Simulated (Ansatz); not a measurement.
# Moving spin-orbit coupling in AuAl

Symmetry: Pm-3m, No. 221, cubic system. Conventional cell: a = 3.224 Å, b = 3.224 Å, c = 3.224 Å, α = 90.00°, β = 90.00°, γ = 90.00°. Au (site symmetry m-3m) has 8 Al at 2.79 Å as nearest neighbours. Al (site symmetry m-3m) is surrounded by 8 Au at 2.79 Å.

The cell comes from a database or a generator and needn't be the stable form of this composition.

Kept alike: task band structure; functional PBEsol; k mesh 8 × 8 × 8; occupations fermi-dirac, width 0.05 eV. Program: Ansatz, Ansatz PAW, cutoff 420 eV. The mesh is that of the run's cell of 2 atoms.

```csv
spin-orbit coupling,pressure (GPa)
off,-5.17
on,-6.06
```

Pressure is positive in compression, with a Pulay correction for the finite cutoff. For a metal such a mesh leaves the last digits unconverged. All rows use potentials made for PBE.

**Question.** What does spin-orbit coupling change here?

**Answer.** The pressure runs from -6.06 (on) to -5.17 GPa (off).
